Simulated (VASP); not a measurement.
Input of a VASP 6.6.1 run:

Contents of INCAR:

```
PREC = Accurate
ENCUT = 600
EDIFF = 1E-6
ISMEAR = 0
SIGMA = 0.03
LREAL = F
LASPH = T
NELM = 120
ALGO = Normal
ISIF = 3
LWAVE = F
LCHARG = F
GGA = CA
IBRION = 2
NSW = 60
EDIFFG = -0.005
LATTICE_CONSTRAINTS = .TRUE. .TRUE. .FALSE.
KPAR = 2
```

KPOINTS

```
regular mesh
0
Gamma
  12 12 1
```

The input POSCAR:

```
BP
1.0
    3.2000000000      0.0000000000      0.0000000000
   -1.6000000000      2.7712812900      0.0000000000
    0.0000000000      0.0000000000     16.0000000000
B P
1 1
Direct
    0.3333330000      0.6666670000      0.5000000000
    0.6666670000      0.3333330000      0.5000000000
```

Potentials or basis: VASP PAW LDA potentials, release 64 (B, P).

Launch:

```bash
$ cat potpaw_LDA.64/B/POTCAR potpaw_LDA.64/P/POTCAR > POTCAR
$ mpirun -np 2 vasp_std > vasp.out
```

Problem. What does it give for the band gap on the k mesh?

Solution. 0.81 eV, direct.

Problem. Predict the space group after relaxing (to 0.05 Å).

Solution. P-6m2 (No. 187).

Final structure:
```
B P
1.0
     3.17810    0.00000    0.00000
    -1.58905    2.75232    0.00000
     0.00000    0.00000   16.00000
B P
1 1
Direct
  0.33333 0.66667 0.50000
  0.66667 0.33333 0.50000
```
